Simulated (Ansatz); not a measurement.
Y:

```
Y
1.0
     3.64740    0.00000    0.00000
    -1.82370    3.15874    0.00000
     0.00000    0.00000    5.73060
Y
2
Direct
  0.66667 0.33333 0.75000
  0.33333 0.66667 0.25000
```

- Program: Ansatz 0.2.0
- Task: single point
- Functional: PBE
- Potentials or basis: all-electron LAPW, scalar-relativistic
- Cutoff: 133 eV (chosen from the basis error)
- Basis error allowed: 0.001 eV/atom
- k mesh: 8 × 8 × 5
- Occupations: fermi-dirac, width 0.05 eV
- Spin: no spin polarisation

On this cell: pressure -0.1 GPa; largest force under 0.003 eV/Å; band gap on the k mesh none (metal or under the smearing width).

The same run follows on a disturbed copy (atoms moved at random, drawn with an rms of 0.05 Å):

```
Y
1.0
     3.64740    0.00000    0.00000
    -1.82370    3.15874    0.00000
     0.00000    0.00000    5.73060
Y
2
Direct
  0.67008 0.32178 0.75123
  0.33051 0.67413 0.25563
```

**Question.** What changes?

**Answer.** The energy (extrapolated to zero smearing) moves by +2.3 meV/atom; pressure -0.1 GPa; largest force 0.122 eV/Å; band gap on the k mesh none (metal or under the smearing width).

Forces in eV/Å, atoms in the order of the input:
```
Y   -0.060  0.066  0.084
Y    0.060 -0.066 -0.084
```

Stress tensor (GPa, compression positive):
```
-0.19  0.18 -0.02
 0.18  0.18  0.02
-0.02  0.02 -0.35
```
